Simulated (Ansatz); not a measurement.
All numbers below come from Ansatz 0.2.0, DFT r2SCAN, scalar-relativistic, plane waves, PAW.

Structure of CsH:

```
CELL_PARAMETERS angstrom
0.00000 3.18800 3.18800
3.18800 0.00000 3.18800
3.18800 3.18800 0.00000
ATOMIC_POSITIONS crystal
Cs 0.00000 0.00000 0.00000
H 0.50000 0.50000 0.50000
```

Plane waves to 500 eV, a k mesh through Γ of 6×6×6 on the computed 2-atom cell and Gaussian smearing (0.02 eV); no spin polarisation.

Levels along Γ–X–U | K–Γ–L–W–X, in eV from a zero inside the gap, sorted by energy at each point. Points in fractions of the primitive reciprocal vectors: Γ (0.000 0.000 0.000), X (0.500 0.000 0.500), U (0.625 0.250 0.625), K (0.375 0.375 0.750), L (0.500 0.500 0.500), W (0.500 0.250 0.750).
| point | k (1/Å, with 2π) | band 5 | band 6 | band 7 | band 8 |
| --- | --- | --- | --- | --- | --- |
| Γ | 0.000 | -2.98 | 4.36 | 4.36 | 4.36 |
| - | 0.493 | -2.28 | 2.95 | 3.46 | 5.20 |
| X | 0.985 | -2.48 | 2.17 | 4.73 | 7.32 |
| - | 1.160 | -2.36 | 2.31 | 4.45 | 6.39 |
| U | 1.334 | -2.09 | 2.49 | 3.91 | 5.48 |
| K | 1.334 | -2.09 | 2.49 | 3.91 | 5.48 |
| - | 1.857 | -2.00 | 2.76 | 3.24 | 4.71 |
| Γ | 2.379 | -2.98 | 4.36 | 4.36 | 4.36 |
| - | 2.806 | -2.19 | 2.67 | 4.41 | 4.41 |
| L | 3.232 | -1.34 | 1.34 | 3.93 | 3.93 |
| - | 3.581 | -1.72 | 2.12 | 3.59 | 4.56 |
| W | 3.929 | -2.06 | 3.23 | 3.23 | 4.43 |
| - | 4.176 | -2.28 | 2.46 | 4.20 | 5.34 |
| X | 4.422 | -2.48 | 2.17 | 4.73 | 7.32 |

Spin-orbit coupling is left out, which matters for the bands of heavy elements.

Cost: 1 run of about 0.28 core-minutes, on Arm Neoverse V1 (shared hosts).